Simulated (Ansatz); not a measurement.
Space group F-43m (No. 216). a = 4.548 Å, b = 4.548 Å, c = 4.548 Å, α = 90.00°, β = 90.00°, γ = 90.00°
```
atom  site  symmetry       x       y       z
   B    4a      -43m  0.0000  0.0000  0.0000
   P    4d      -43m  0.2500  0.2500  0.7500
```

Equation of state of this BP structure (not necessarily the ground state), with shape and atoms relaxed at each volume where symmetry leaves them free. Method: DFT PBE, scalar-relativistic, plane waves, PAW in Ansatz 0.2.0.

Plane waves to 420 eV, a k mesh through Γ of 10×10×10 on the computed 2-atom cell and Gaussian smearing (0.02 eV); no spin polarisation.

| V (Å³/atom) | E − E(largest V) (meV/atom) | P (GPa) | gap on mesh (eV) |
| --- | --- | --- | --- |
| 10.350 | 54.12 | 26.36 | 1.07 |
| 10.703 | 5.20 | 18.27 | 1.12 |
| 11.056 | -27.17 | 11.29 | 1.17 |
| 11.409 | -45.21 | 5.24 | 1.21 |
| 11.761 | -50.85 | 0.01 | 1.25 |
| 12.114 | -45.78 | -4.51 | 1.29 |
| 12.467 | -31.43 | -8.43 | 1.33 |
| 12.938 | 0.00 | -12.84 | 1.38 |

Question: Fit a third-order Birch–Murnaghan equation, E = E0 + (9V0B0/16)·[(x − 1)³B0' + (x − 1)²(6 − 4x)] with x = (V0/V)^(2/3), to E(V).

Answer: V0 = 11.76 Å³/atom, B0 = 162 GPa, B0' = 3.8.

It was relaxed from a cell as deposited in COD.
